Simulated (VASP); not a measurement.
# Sn (I4_1/amd) in VASP: settings compared

One crystal, Sn, is run at these levels: PBEsol, HSE06, PBE; tasks: relaxation of cell and atoms.

All numbers are computed with VASP 6.6.1; they aren't measurements. Logs are shortened: lines on timing, memory, paths and dates and some standing lists are left out, and cuts for length are marked.

### Step 1. The structure

The structure is tetragonal, space group I4_1/amd (No. 141). Conventional cell: a = 5.839 Å, b = 5.839 Å, c = 3.188 Å, α = 90.00°, β = 90.00°, γ = 90.00°. Sn (site symmetry -4m2) has 6 Sn at 3.03 to 3.19 Å as nearest neighbours.

### Step 2. Relaxation of cell and atoms, PBEsol

INCAR reads:

```
ALGO = Normal
EDIFF = 1E-6
EDIFFG = -0.01
ENCUT = 600
GGA = PS
IBRION = 2
ISIF = 3
ISMEAR = 0
KPAR = 4
LASPH = True
LCHARG = False
LREAL = False
LWAVE = False
NELM = 80
NSW = 90
PREC = Accurate
SIGMA = 0.03
```

KPOINTS reads:

```
k-points
0
Gamma
  12 12 12
```

POSCAR reads:

```
Sn
1.0
   -2.9196440750      2.9196440750      1.5938000000
    2.9196440750     -2.9196440750      1.5938000000
    2.9196440750      2.9196440750     -1.5938000000
Sn
2
Direct
    0.0000000000      0.0000000000      0.0000000000
    0.7500000000      0.2500000000      0.5000000000
```

Potentials or basis: VASP PAW PBE potentials, release 64 (Sn_d).

The run is started by

```bash
cat potpaw_PBE.64/Sn_d/POTCAR > POTCAR
mpirun -np 4 vasp_std > vasp.out
```

OUTCAR:

```text
EDIFF = 1E-6
   EDIFFG = -0.01
   ENCUT = 600
   GGA = PS
   IBRION = 2
   ISIF = 3
   ISMEAR = 0
   LASPH = True
   LREAL = False
   NELM = 80
   NSW = 90
   PREC = Accurate

 ion  position               nearest neighbor table
   1  0.000  0.000  0.000-   2 3.03   2 3.03   2 3.03   2 3.03
   2  0.750  0.250  0.500-   1 3.03   1 3.03   1 3.03   1 3.03

  LATTYP: Found a body centered tetragonal cell.
 ALAT       =     5.8392881500
 C/A-ratio  =     0.5458884573

  Lattice vectors:

 A1 = (  -2.9196440750,   2.9196440750,   1.5938000000)
 A2 = (   2.9196440750,  -2.9196440750,   1.5938000000)
 A3 = (   2.9196440750,   2.9196440750,  -1.5938000000)

Analysis of symmetry for initial positions (statically):
=====================================================================
 Subroutine PRICEL returns:
 Original cell was already a primitive cell.

 Routine SETGRP: Setting up the symmetry group for a
 body centered tetragonal supercell.

 Subroutine GETGRP returns: Found 16 space group operations
 (whereof  8 operations were pure point group operations)
 out of a pool of 16 trial point group operations.

The static configuration has the point symmetry D_2d.
 The point group associated with its full space group is D_4h.

Analysis of symmetry for dynamics (positions and initial velocities):
=====================================================================
 Subroutine PRICEL returns:
 Original cell was already a primitive cell.

 Routine SETGRP: Setting up the symmetry group for a
 body centered tetragonal supercell.

 Subroutine GETGRP returns: Found 16 space group operations
 (whereof  8 operations were pure point group operations)
 out of a pool of 16 trial point group operations.

The dynamic configuration has the point symmetry D_2d.
 The point group associated with its full space group is D_4h.

 Subroutine INISYM returns: Found 16 space group operations
 (whereof  8 operations are pure point group operations),
 and found     1 'primitive' translations

----------------------------------------------------------------------------------------

                                     Primitive cell

  volume of cell :      54.3443

  direct lattice vectors                    reciprocal lattice vectors
    -2.919644075  2.919644075  1.593800000     0.000000000  0.171253751  0.313715648
     2.919644075 -2.919644075  1.593800000     0.171253751  0.000000000  0.313715648
     2.919644075  2.919644075 -1.593800000     0.171253751  0.171253751  0.000000000

  length of vectors
     4.425928320  4.425928320  4.425928320     0.357414822  0.357414822  0.242189378

  position of ions in fractional coordinates (direct lattice)
     0.000000000  0.000000000  0.000000000
     0.750000000  0.250000000  0.500000000

  ion indices of the primitive-cell ions
   primitive index   ion index
                 1           1
                 2           2

----------------------------------------------------------------------------------------

 KPOINTS: k-points

Automatic generation of k-mesh.
 Grid dimensions read from file:
 generate k-points for:   12   12   12

 Generating k-lattice:

  Cartesian coordinates                     Fractional coordinates (reciprocal lattice)
     0.000000000  0.014271146  0.026142971     0.083333333 -0.000000000  0.000000000
     0.014271146  0.000000000  0.026142971    -0.000000000  0.083333333  0.000000000
     0.014271146  0.014271146  0.000000000     0.000000000  0.000000000  0.083333333

  Length of vectors
     0.029784569  0.029784569  0.020182448

  Shift w.r.t. Gamma in fractional coordinates (k-lattice)
     0.000000000  0.000000000  0.000000000

 Subroutine IBZKPT returns following result:
 ===========================================

 Found    163 irreducible k-points:

 Following reciprocal coordinates:
            Coordinates               Weight
  0.000000  0.000000  0.000000      1.000000
  0.083333  0.000000  0.000000      8.000000
  0.166667  0.000000 -0.000000      8.000000
  0.250000  0.000000  0.000000      8.000000
  0.333333  0.000000 -0.000000      8.000000
  0.416667  0.000000  0.000000      8.000000
[... 16 lines left out ...]
  0.500000  0.166667  0.000000     16.000000
 -0.416667  0.166667  0.000000     16.000000
 [... further k-points ...]
   k-points           NKPTS =    163   k-points in BZ     NKDIM =    163   number of bands    NBANDS=     18
   number of dos      NEDOS =    301   number of ions     NIONS =      2
   total plane-waves  NPLWV =  46656
   dimension x,y,z NGX =    36 NGY =   36 NGZ =   36
   dimension x,y,z NGXF=    72 NGYF=   72 NGZF=   72
   ions per type =               2
   NGX,Y,Z   is equivalent  to a cutoff of  13.52, 13.52, 13.52 a.u.
   NGXF,Y,Z  is equivalent  to a cutoff of  27.04, 27.04, 27.04 a.u.
 SYSTEM =  unknown system
   PREC   = accura    normal or accurate (medium, high low for compatibility)
   ISTART =      0    job   : 0-new  1-cont  2-samecut
   ICHARG =      2    charge: 1-file 2-atom 10-const
   ISPIN  =      1    spin polarized calculation?
   LNONCOLLINEAR =      F non collinear calculations
   LSORBIT =      F    spin-orbit coupling
   LASPH  =      T    aspherical Exc in radial PAW
   ENCUT  =  600.0 eV  44.10 Ry    6.64 a.u.   8.84  8.84  8.84*2*pi/ulx,y,z
   NELM   =     80;   NELMIN=  2; NELMDL= -5     # of ELM steps
   EDIFF  = 0.1E-05   stopping-criterion for ELM
   LREAL  =      F    real-space projection
   EDIFFG = -.1E-01   stopping-criterion for IOM
   NSW    =     90    number of steps for IOM
   IBRION =      2    ionic relax: 0-MD 1-quasi-New 2-CG
   NFREE  =      1    steps in history (QN), initial steepest desc. (CG)
   ISIF   =      3    stress and relaxation
   ISYM   =      2    0-nonsym 1-usesym 2-fastsym
   POTIM  = 0.5000    time-step for ionic-motion
   TEBEG  =    0.0;   TEEND  =   0.0 temperature during run
   PSTRESS=    0.0 pullay stress
   NELECT =      28.0000    total number of electrons
   NUPDOWN=      -1.0000    fix difference up-down
   EMIN   =  10.00;   EMAX   =-10.00  energy-range for DOS
   EFERMI =   0.00;   METHOD = LEGACY
   ISMEAR =     0;   SIGMA  =   0.03  broadening in eV -4-tet -1-fermi 0-gaus
   EFERMI_NEDOS =   21; number of points for ismear=-14 and -15
   IALGO  =     38    algorithm
   IMIX   =      4    mixing-type and parameters
     AMIX     =   0.40;   BMIX     =  1.00
     AMIX_MAG =   1.60;   BMIX_MAG =  1.00
  volume/ion in A,a.u.               =      27.17       183.37
  Fermi-wavevector in a.u.,A,eV,Ry     =   1.312430  2.480134 23.435677  1.722474
  Thomas-Fermi vector in A             =   2.442823
   LORBIT       =      0    0 simple, 1 ext, 2 COOP (PROOUT), +10 PAW based schemes
   GGA     = PS    functional components
   LHFCALC =     F    Hartree Fock is set to
   AEXX    =    0.0000 exact exchange contribution
   IVDW    =     0    specifies the selected vdW correction
   LEPSILON=     F    determine dielectric tensor
   LRPA    =     F    only Hartree local field effects (RPA)
 conjugate gradient relaxation of ions
 non-spin polarized calculation
 Gauss-broadening in eV      SIGMA  =   0.03
  energy-cutoff  :      600.00
  volume of cell :       54.34
 maximum number of plane-waves:      1838
   NGX = 17   NGY = 17   NGZ = 17

--------------------------------------- Ionic step        1  -------------------------------------------

 number of electron      27.9999999 magnetization

 Free energy of the ion-electron system (eV)
  ---------------------------------------------------
  ext. energy  EPLUGINS =         0.00000000
  ---------------------------------------------------
  free energy    TOTEN  =        -8.52096770 eV

  energy without entropy =       -8.52037052  energy(sigma->0) =       -8.52066911

------------------------ aborting loop because EDIFF is reached ----------------------------------------

  FORCE on cell =-STRESS in cart. coord.  units (eV):
  Direction    XX          YY          ZZ          XY          YZ          ZX
  --------------------------------------------------------------------------------------
  -------------------------------------------------------------------------------------
  Total       -0.1744655     -0.1744655     -0.2843395      0.0000000      0.0000000      0.0000000
  in kB       -5.1435914     -5.1435914     -8.3828974      0.0000000      0.0000000      0.0000000
  external PRESSURE =      -6.2233601 kB  Pullay stress =       0.0000000 kB
[... 165 lines left out ...]
  energy  without entropy=       -8.5219963754  energy(sigma->0) =       -8.52224609

--------------------------------------- Ionic step        6  -------------------------------------------

 number of electron      28.0000005 magnetization

 Free energy of the ion-electron system (eV)
  ---------------------------------------------------
  ext. energy  EPLUGINS =         0.00000000
  ---------------------------------------------------
  free energy    TOTEN  =        -8.52251404 eV

  energy without entropy =       -8.52203878  energy(sigma->0) =       -8.52227641

 E-fermi :   7.9439     XC(G=0): -10.5026

 val. band max:        7.9298476327   @ k =  -0.1667  -0.1667   0.1667
 cond. band min:       7.9544705150   @ k =  -0.1667  -0.1667   0.0833
 fundamental gap:      0.0246228823
 Fermi energy:         7.9439070550

 k-point     1 :       0.0000    0.0000    0.0000
  band No.  band energies     occupation
      1     -13.6174      2.00000
      2     -13.5333      2.00000
      3     -13.4876      2.00000
      4     -13.4774      2.00000
      5     -13.3162      2.00000
      6     -13.3162      2.00000
[... 10 lines left out ...]
     17      14.1827      0.00000
     18      14.9162      0.00000
[... 466 lines left out ...]
      2     -13.4551      2.00000
      3     -13.4396      2.00000
      4     -13.4151      2.00000
      5     -13.3697      2.00000
      6     -13.3419      2.00000
[... 10 lines left out ...]
     17      10.9518      0.00000
     18      13.3397      0.00000

 [... further k-points ...]
[... 5 lines left out ...]
  --------------------------------------------------------------------------------------
  -------------------------------------------------------------------------------------
  Total        0.0060353      0.0060353     -0.0025841      0.0000000      0.0000000      0.0000000
  in kB        0.1800988      0.1800988     -0.0771106      0.0000000      0.0000000      0.0000000
  external PRESSURE =       0.0943624 kB  Pullay stress =       0.0000000 kB
[... 17 lines left out ...]
  FREE ENERGIE OF THE ION-ELECTRON SYSTEM (eV)
  ---------------------------------------------------
  free  energy   TOTEN  =        -8.5225140435 eV

  energy  without entropy=       -8.5220387843  energy(sigma->0) =       -8.52227641

 reached required accuracy - stopping structural energy minimisation
```

Run time: 2.3 min. Hardware: 4 MPI ranks of Intel Xeon Platinum 8488C (Sapphire Rapids), shared host; peak memory 0.33 GiB.

Results:

```yaml
Free_energy: -8.5225 eV
Relaxed_volume: 26.85 Å³/atom
Relaxed_cell: a = 4.413 Å, b = 4.413 Å, c = 4.413 Å, α = 97.37°, β = 97.37°, γ = 138.01°
Space_group_after_relaxing_to_0.05_Å: I4_1/amd (No. 141)
Energy_gained_by_relaxing: 0.8 meV/atom
Ionic_steps: 6
Pressure_after_relaxing: 0.0 GPa
Band_gap_on_the_k_mesh: none (metal or under the smearing width)
```

Step by step:
```tsv
step	energy change (eV)	largest force (eV/Å)	pressure (GPa)	volume (Å³)
1	0.0000	0.0000	-0.62	54.34
2	-0.0013	0.0000	0.20	53.52
3	-0.0014	0.0000	0.05	53.68
4	-0.0014	0.0000	0.03	53.69
5	-0.0015	0.0000	0.01	53.69
6	-0.0015	0.0000	0.01	53.69
```

Final structure:
```
CELL_PARAMETERS angstrom
-2.91365 2.91365 1.58113
2.91365 -2.91365 1.58113
2.91365 2.91365 -1.58113
ATOMIC_POSITIONS crystal
Sn 0.00000 0.00000 0.00000
Sn 0.75000 0.25000 0.50000
```

Levels at points of the mesh, in eV from the Fermi level:
```
           k point  band 10  band 11  band 12  band 13  band 14  band 15  band 16  band 17  band 18
(0.00, 0.00, 0.00)   -21.05   -11.23    -3.66    -2.02    -2.02     2.93     6.24     6.24     6.97
(0.50, 0.00, 0.00)   -21.11    -6.93    -5.43    -2.33    -1.74    -1.14     2.23     2.87     4.73
(0.50, 0.50, 0.00)   -21.18    -8.97    -8.97     0.58     0.58     1.55     1.55     6.11     6.11
(0.50, 0.50, 0.50)   -21.24    -7.61    -7.61    -4.88    -4.88     5.14     5.14     9.43     9.43
```

Caveat: the PAW data sets were made with another functional, which shifts forces and pressure a little.

(Continued in part 2 of 2.)
